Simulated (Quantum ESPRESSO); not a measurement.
Runs of Quantum ESPRESSO 7.5 on BP. Symmetry: F-43m, No. 216, cubic system. The conventional cell has a = 4.538 Å, b = 4.538 Å, c = 4.538 Å, α = 90.00°, β = 90.00°, γ = 90.00°. P (site symmetry -43m) has 4 B at 1.97 Å as nearest neighbours. B (site symmetry -43m) has 4 P at 1.97 Å as nearest neighbours. 

```csv
level,potentials or basis,k mesh,cutoff (eV),k mesh of the self-consistent run,form of the LDA,mesh quality,gap on the mesh (eV)
PBE,PseudoDojo 0.4.1 SR PBE standard,4 × 4 × 4,1034,-,-,coarse,1.33
LDA,PseudoDojo 0.4.1 SR LDA standard,4 × 4 × 4,1238,10 × 10 × 10,PW92,coarse,1.32
LDA,PseudoDojo 0.4.1 SR LDA standard,4 × 4 × 4,1034,10 × 10 × 10,PW92,coarse,1.32
PBE,PseudoDojo 0.4.1 SR PBE standard,4 × 4 × 4,1034,10 × 10 × 10,-,coarse,1.35
PBE,PseudoDojo 0.4.1 SR PBE standard,20 × 20 × 20,1034,20 × 20 × 20,-,not flagged,(a)
```

Alike in all rows: task single point; no spin polarisation; cell as given; smearing fixed.

Question: Estimate the missing entries.

Answer: (a) 1.25.

Caveats: some runs use coarse meshes.

A k mesh can miss the band edges.
